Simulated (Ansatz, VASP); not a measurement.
**Two plane-wave programs on HfO2**

```
CELL_PARAMETERS angstrom
0.00000 2.76210 2.35290
2.76210 0.00000 2.35290
2.76210 2.76210 0.00000
ATOMIC_POSITIONS crystal
Hf 0.00000 0.00000 0.00000
O 0.25000 0.25000 0.25000
O 0.75000 0.75000 0.75000
```

Change from the starting cell: strain +0.080 along x and y, -0.080 along z, atoms carried along.

Alike in both runs: task single point; functional PBE; k mesh 8 × 8 × 8; occupations gaussian, width 0.05 eV; no spin polarisation.

|  | VASP | Ansatz |
| --- | --- | --- |
| version | VASP 6.6.1 | Ansatz 0.2.0 |
| potentials or method | VASP PAW PBE potentials, release 64 (Hf_pv, O) | scalar-relativistic, plane waves, PAW |
| plane-wave cutoff (eV) | 520 | 420 |
| valence electrons in the cell | 22 | 38 |

Ansatz gave:

* gap on the k mesh at the Fermi level (eV): 1.54
* least direct gap on the mesh (eV): 1.87
* pressure (GPa): -15.4
* largest component of the traceless stress (GPa): 43.58

Which values does VASP return?

gap on the k mesh at the Fermi level (eV): 1.50; least direct gap on the mesh (eV): 1.83; pressure (GPa): -18.1; largest component of the traceless stress (GPa): 44.11.

With one functional, cell and mesh, what is left measures potentials, basis and numerics. The two sets of potentials don't hold the same shells in valence.

Caveats: so large a pressure means that the cell lies far from this level's equilibrium, or that cutoff or potentials fall short (VASP); spin-orbit coupling is left out, which moves the levels of the heavy elements. A k mesh can miss the band edges.
